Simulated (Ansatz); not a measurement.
# Thickness series of a Ti/LiH/Ti junction, part 7 of 7

How fast does the current through Ti/LiH/Ti fall with each added layer? Both electrodes are Ti hcp(0001); the barrier is LiH rock salt(111) (Li and Li faces). In the first transport cell, after relaxation, the nearest pair of electrode and barrier is Ti–Li at 3.16 Å, at a slant, at the lower face and Ti–Li at 3.17 Å, at a slant, at the upper one. All share a net of side 2.93 Å, which strains the lower electrode by +0.0 % and the barrier by +3.3 %, against typed lattice constants near PBE's. The first steps treat the bulk electrodes alone.

Ansatz 0.2.0; PBE DFT, plane waves, PAW files (the session's first sound run).

So far, transmission at the Fermi level (a spin, zone mean): step 4 (the open system: T(E)) 2.2e-4; step 5 (27 atoms, atomic planes in the barrier 5, gap between the …) 0.00784; step 6 (29 atoms, atomic planes in the barrier 7, gap between the …) 0.00104; step 9 (35 atoms, atomic planes in the barrier 13, gap between the …) 7.9e-6; step 12 (the same cell, other settings, 31 atoms …) 2.2e-4.

### 13. The same cell, other settings, 27 atoms

This step: PBE DFT, plane waves, PAW files; ballistic transmission by layer matching between semi-infinite leads; changed: output.transmission.e_range = [-0.1, 0.1], output.transmission.de = 0.05 (Ansatz 0.2.0).

System of this step: Ti/LiH/Ti. The cell holds 27 atoms: 22 Ti, 3 Li and 2 H. Cell: a = 2.930 Å, b = 2.930 Å, c = 70.490 Å, α = 90.0°, β = 90.0°, γ = 120.0°. Regions: left electrode, 11 atoms (11 Ti); barrier, 5 atoms (3 Li and 2 H); right electrode, 11 atoms (11 Ti). Vacuum lies along c.

This run repeats an earlier one, its twin (the conductance run, 5 atomic planes between the electrodes), with two settings changed (output.transmission.e_range, output.transmission.de; files written aside). It is meant to test what the energy window and step decide. Where the input is shown as a difference, that is against the step before, not the twin.

input.yaml

```yaml
crystal:
  lattice:
    - [2.93, 0.0, 0.0]
    - [-1.465, 2.5374544331, 0.0]
    - [0.0, 0.0, 70.4900795089]
  atoms:
    - { symbol: Ti, position: [0.0, 0.0, 0.0993047539] }
    - { symbol: Ti, position: [0.33333333, 0.66666667, 0.1324079731] }
    - { symbol: Ti, position: [0.0, 0.0, 0.1655111924] }
    - { symbol: Ti, position: [0.33333333, 0.66666667, 0.1986144116] }
    - { symbol: Ti, position: [0.0, 0.0, 0.2317176308] }
    - { symbol: Ti, position: [0.33333333, 0.66666667, 0.26482085] }
    - { symbol: Ti, position: [0.0, 0.0, 0.2979240692] }
    - { symbol: Ti, position: [0.33333333, 0.66666667, 0.3310272884] }
    - { symbol: Ti, position: [0.0, 0.0, 0.3641305076] }
    - { symbol: Ti, position: [0.33333333, 0.66666667, 0.3972337269] }
    - { symbol: Ti, position: [0.0, 0.0, 0.4288391195] }
    - { symbol: Li, position: [0.33333333, 0.66666667, 0.4667320408] }
    - { symbol: H, position: [0.66666667, 0.33333333, 0.4834559366] }
    - { symbol: Li, position: [0.0, 0.0, 0.4999964329] }
    - { symbol: H, position: [0.33333333, 0.66666667, 0.5167988393] }
    - { symbol: Li, position: [0.66666667, 0.33333333, 0.5331066075] }
    - { symbol: Ti, position: [0.0, 0.0, 0.5712066376] }
    - { symbol: Ti, position: [0.33333333, 0.66666667, 0.6027662731] }
    - { symbol: Ti, position: [0.0, 0.0, 0.6358694924] }
    - { symbol: Ti, position: [0.33333333, 0.66666667, 0.6689727116] }
    - { symbol: Ti, position: [0.0, 0.0, 0.7020759308] }
    - { symbol: Ti, position: [0.33333333, 0.66666667, 0.73517915] }
    - { symbol: Ti, position: [0.0, 0.0, 0.7682823692] }
    - { symbol: Ti, position: [0.33333333, 0.66666667, 0.8013855884] }
    - { symbol: Ti, position: [0.0, 0.0, 0.8344888076] }
    - { symbol: Ti, position: [0.33333333, 0.66666667, 0.8675920269] }
    - { symbol: Ti, position: [0.0, 0.0, 0.9006952461] }
kpoints:
  mp_grid: { grid: [12, 12, 1] }
scf:
  occupations: { method: fermi_dirac, width: 0.1 }
  max_iter: 150
hamiltonian:
  xc: pbe
output:
  transmission:
    kmesh: [36, 36]
    e_range: [-0.1, 0.1]
    de: 0.05
    leads: [[4, 6], [21, 23]]
```

On the command line:

```bash
ansatz run input.yaml --threads 4 --pin off --max-ram 10240MiB --backend cpu --events-out ev --progress --plain --runs-dir out
```

Numbers of over 12 decimals in the logs are rounded to 6 here.

The log of the run:

```text
[...]
Crystal: 27 atoms, lattice volume = 524.076 Å³
Basis set: ecut = 420 eV, 10123 PW (Γ)
Bands: 165, of which v1, the nominal top of the filled ones, is band 138 counted from 1 (137 counted from 0)
Symmetry: 6 space group operations
[...]
k-points: 19 of 144 (time reversal used)
[...]
SCF iter   1: F=—  HF=-55638.167632 eV  |F-HF|=—  |Δ(HF+E_count)|=         —  Δρ=1.24e-2  dr2=5.13e1  ethr=1.77e-3  ⟨swp⟩=10.5  Hψ=14767  notcnv=0
[...]
SCF iter   9: F=-55637.948124 eV  HF=-55637.948124 eV  |F-HF|=3.84e-8  |Δ(HF+E_count)|=   5.36e-8  Δρ=1.83e-6  dr2=5.74e-8  ethr=3.64e-11  ⟨swp⟩=13.0  Hψ=9954  notcnv=0
SCF 1 converged in 9 iterations: F = -55637.948124 eV  dr2 = 5.74e-8
[...]
transmission: 640 of 6350 steps passed
transmission: 1272 of 6350 steps passed
[...]
transmission: 6350 of 6350 steps passed
SCF converged after 9 iterations
Free energy (F): -55637.948124 eV
[...]
Internal energy: -55636.938456 eV  (E = F + TS)
E sigma→0 (E₀):  -55637.443290 eV
Entropy (-TS):   -1.009668 eV (-37.395 meV/atom)
Fermi energy:    9.267035 eV
[...]
--- Band table (eV; the first three rows and the last of 19) ---
  k-point 0: bands = [... 134 lower, 9.9286, 9.9286, 9.9290, 9.9353, 9.9353, 9.9362, 9.9362, 9.9710, ... 23 higher]
  k-point 1: bands = [... 134 lower, 9.7431, 9.7538, 9.7542, 9.7912, 9.7921, 9.8097, 9.8116, 9.8833, ... 23 higher]
  k-point 2: bands = [... 134 lower, 9.3487, 9.4068, 9.4124, 9.4837, 9.4849, 9.6472, 9.6479, 9.6967, ... 23 higher]
  k-point 18: bands = [... 134 lower, 8.5859, 9.0830, 9.0837, 9.1277, 9.1282, 9.1383, 9.1433, 9.2318, ... 23 higher]
--- Transmission ---
  basis      : 61 plane waves across, 50 finite elements along
  points     : 127, standing for a mesh of 36 x 36
[...]
channels       : 6.666667e-1 a spin
[...]
slowest decay  : 0.0319 /Å at (0.2222, 0.2222)
[...]
channels       : 6.666667e-1 a spin
[...]
slowest decay  : 0.0320 /Å at (0.2222, 0.2222)
  junction   : crystal 0 to crystal 1, 19.14 to 49.96 Å
    transmission   : 7.744360e-3 a spin
[...]
```

Wall time 1.8 min (4 threads of Arm Neoverse V2, shared host); peak memory 2.5 GiB.

Numbers from this step:

```
free energy                                         : -55637.9481 eV
Fermi energy                                        : 9.267 eV
transmission at the Fermi level (a spin, zone mean) : 0.007744
channels of the lower lead                          : 0.6667
channels of the upper lead                          : 0.6667
potential step in the lower lead                    : 13.8 meV
potential step in the upper lead                    : 13.8 meV
```

One spin. Transmission, zone mean against energy, zero at the Fermi level:

| energy (eV) | transmission, zone mean |
| --- | --- |
| -0.1000 | 0.00425 |
| -0.0500 | 0.00510 |
| 0.0000 | 0.00774 |
| 0.0500 | 0.0134 |
| 0.1000 | 0.0149 |

One spin. The open channels, zone mean, lower lead = upper lead by energy, zero at the Fermi level:

| energy (eV) | open channels, zone mean, lower lead = upper lead |
| --- | --- |
| -0.1000 | 0.563 |
| -0.0500 | 0.619 |
| 0.0000 | 0.667 |
| 0.0500 | 0.671 |
| 0.1000 | 0.755 |

Transmission over k1 and k2. At 0.0000 eV from the Fermi level.

Ten even steps from '_' (0.000) to '@' (0.124), each cell a mean:
```
________________________________________________..==::____..----..______
________________________________________________--====++----##++--::____
________________________________________________::**--__======____==**__
__________________________________________________::--++##--____@@**--..
________________________________________________________..==##__@@--..__
__________________________________________________________..**--__##--__
____________________________________________________________..++----**..
________________________________________________________________......__
________________________________________________________________________
________________________________________________________________________
________________________________________________________________________
________________________________________________________________________
________________________________________________________________________
________________________________________________________________________
__..++------____________________________________________________________
__..++++..++==__________________________________________________________
____..++++__@@..________________________________________________________
__..::==@@__..**==--..__________________________________________________
__..****==______==--++**________________________________________________
____::--::--@@**##==::----______________________________________________
________::**==..__::==**--______________________________________________
______________________..________________________________________________
```
Columns: k1 (b1) from -0.5 to 0.472; rows upwards: k2 (b2) from -0.5 to 0.472.

The transmission at the Fermi level, both spins, is 0.0155 against 0.0157 in the twin: a change of -1 %, at 0.60 times the CPU time.

### 14. Outcome

```
1/G at 10.0 Å gap : 0.114 Ω um²
1/G at 19.3 Å gap : 106 Ω um²
decay constant β  : 0.74 Å⁻¹
```

What this shows: A fit of ln G against d gives β = 0.74 Å⁻¹, and step by step the slopes are 0.83, 0.71, 0.72 and 0.69 Å⁻¹. They differ by more than a fifth, so the fit is an average; how much of this is a real bend and how much error of the runs wasn't traced. At the Fermi level the layers of the barrier in the wide-window run (9 planes) hold from 0.0034 to 0.13 states an eV and atom. For band edges and narrow resonances between the energies solved the program's estimate reaches 409 %, so such features can't be ruled out. The program's largest other error estimate on these conductances is 116 %, from the leads' potential steps, in the run that gave 2.5e11 S/m², so that value may be off by a large factor, and what is derived from it shares the doubt. In 1 of these 5 runs a lead's potential steps by more than 25 meV, which the program flags as too much. No spin-orbit coupling, phonons, disorder or image charges enter; the interfaces are ordered, one cell wide and lattice-matched by strain. Semilocal gaps are too small, which can bring a band edge of the barrier nearer to the Fermi level than it is.

[Logs are printed without paths, hosts, clocks, repeated set-up lines and the standing remarks that a program may print on its own settings, such as how far it seeks lower states.]

[Hosts, paths, dates, database ids (printed as entryN), source tags and the programs' standing remarks are cut or masked in the printed files.]
